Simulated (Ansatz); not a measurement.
**Calculated field gradients at the nuclei for SiC under strain**

The cell is a COD entry, relaxed with PBE at fixed cell and then changed (z stretched by 3 %, ions relaxed).

```yaml
crystal:
  lattice:
    - [0.00000, 2.17900, 2.24437]
    - [2.17900, 0.00000, 2.24437]
    - [2.17900, 2.17900, 0.00000]
  atoms:
    - { symbol: Si, position: [0.00000, 0.00000, 0.00000] }
    - { symbol: C, position: [0.25000, 0.25000, 0.25000] }
```

Sites (sets of like atoms) are named by element and the number of their first atom in this list.

The numbers come from a DFT calculation in Ansatz (PBE, plane waves and PAW, scalar-relativistic, 420 eV cutoff, Γ-centred 17×17×17 k-points, Fermi–Dirac smearing 0.02 eV).

C_Q = eQV_zz/h, which is 24.18 MHz for Q = 1 b and V_zz = 10²¹ V/m²; η = (V_xx − V_yy)/V_zz.

**Question.** Give the quadrupolar parameters of the distinct sites.

**Answer.** 

```json
{"site": "Si", "atoms (order as listed)": "1", "first shell": "4 C at 1.91 Å", "V_zz (10²¹ V/m²)": "-0.36", "η": "0.00", "C_Q (MHz)": "–"}
{"site": "C", "atoms (order as listed)": "2", "first shell": "4 Si at 1.91 Å", "V_zz (10²¹ V/m²)": "0.22", "η": "0.00", "C_Q (MHz)": "–"}
```

An axis of threefold or higher order runs through Si and C, so V_zz lies along it and η is zero.

Si, C have no stable isotope with a ground-state quadrupole moment in the table, so no C_Q is given.
